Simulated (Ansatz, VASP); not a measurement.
**One calculation of AlN, two programs**

INCAR

```
PREC = Accurate
ENCUT = 520
EDIFF = 1E-7
ISMEAR = 0
SIGMA = 0.05
LREAL = F
LASPH = T
NELM = 80
ALGO = Normal
ISIF = 2
LWAVE = F
LCHARG = F
GGA = PE
NBANDS = 11
```

KPOINTS

```
Automatic mesh
0
Gamma
  10 10 10
```

The input POSCAR:

```
AlN
1.0
    0.0000000000      2.1355394912      2.1685632977
    2.1355394912      0.0000000000      2.1685632977
    2.1355394912      2.1355394912      0.0000000000
Al N
1 1
Direct
    0.0000000000      0.0000000000      0.0000000000
    0.7500000000      0.7500000000      0.7500000000
```

Input for Ansatz:

```yaml
crystal:
  lattice:
    - [0.0, 2.1355394912, 2.1685632977]
    - [2.1355394912, 0.0, 2.1685632977]
    - [2.1355394912, 2.1355394912, 0.0]
  atoms:
    - { symbol: Al, position: [0.0, 0.0, 0.0] }
    - { symbol: "N", position: [0.75, 0.75, 0.75] }
basis:
  ecutwfc: 420
kpoints:
  mp_grid: { grid: [10, 10, 10] }
hamiltonian:
  xc: pbe
scf:
  occupations: { method: gaussian, width: 0.05 }
output:
  forces: true
  stress: true
  eigenvalues: true
```

Change from the starting cell: strain -0.030 along x and y, -0.015 along z, atoms carried along.

Alike in both runs: task single point; functional PBE; k mesh 10 × 10 × 10; occupations gaussian, width 0.05 eV; no spin polarisation.

|  | VASP | Ansatz |
| --- | --- | --- |
| version | VASP 6.6.1 | Ansatz 0.2.0 |
| potentials or method | VASP PAW PBE potentials, release 64 (Al, N) | scalar-relativistic, plane waves, PAW |
| plane-wave cutoff (eV) | 520 | 420 |
| valence electrons in the cell | 8 | 8 |

Ansatz gave:

- gap on the k mesh at the Fermi level (eV): 3.30
- least direct gap on the mesh (eV): 4.63
- pressure (GPa): 17.0
- largest component of the traceless stress (GPa): 1.33

Question: Which values does VASP return?

Answer: gap on the k mesh at the Fermi level (eV): 3.30; least direct gap on the mesh (eV): 4.64; pressure (GPa): 16.7; largest component of the traceless stress (GPa): 1.34.

Caveats: so large a pressure means that the cell lies far from this level's equilibrium, or that cutoff or potentials fall short (VASP). A k mesh can miss the band edges.
